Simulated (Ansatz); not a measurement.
# How much does the functional matter for the cell of TePb?

The starting cell is an entry of the Crystallography Open Database (1985):

```yaml
crystal:
  lattice:
    - [0.00000, 3.23100, 3.23100]
    - [3.23100, 0.00000, 3.23100]
    - [3.23100, 3.23100, 0.00000]
  atoms:
    - { symbol: Te, position: [0.50000, 0.50000, 0.50000] }
    - { symbol: Pb, position: [0.00000, 0.00000, 0.00000] }
```

Atoms and cell were relaxed at zero pressure with plane-wave PAW DFT (Ansatz 0.2.0; one set of PAW datasets, made under PBE, for all functionals; 420 eV, r2SCAN 500 eV; 8×8×8 Γ-centred mesh, fermi-dirac occupations of width 0.020 eV; no spin polarisation, no spin-orbit coupling, no dispersion correction), keeping the symmetry (Fm-3m, No. 225).

Task: What cells and energies do LDA, PBEsol, PBE, r2SCAN give?

Result: The relaxed conventional cells:

```
functional  a (Å)  volume (Å³/atom)  formation energy (eV/atom)
       LDA  6.383             32.51                      -0.360
    PBEsol  6.444             33.44                      -0.368
       PBE  6.573             35.49                      -0.409
    r2SCAN  6.537             34.92                      -0.506
 the entry  6.462             33.73                           –
```

LDA gives the smallest volume and PBE the largest, 9.2 % more, the usual order, since LDA overbinds and PBE's gradient terms loosen the lattice. Against the entry's volume: LDA -3.6 %, PBEsol -0.9 %, PBE +5.2 %, r2SCAN +3.5 %; PBEsol comes nearest. The formation energies span 0.15 eV an atom, lowest under r2SCAN.

Caveats: each relaxation keeps the start's symmetry, so a distorted cell may lie lower; computed cells are at 0 K with fixed nuclei, while the entry holds thermal expansion, often some tenths of a per cent in volume and more in soft crystals; no spin-orbit coupling, which moves formation energies of heavy elements; formation energies are at zero smearing against the elements' usual phases under the same functional, gases as free molecules, uncorrected.
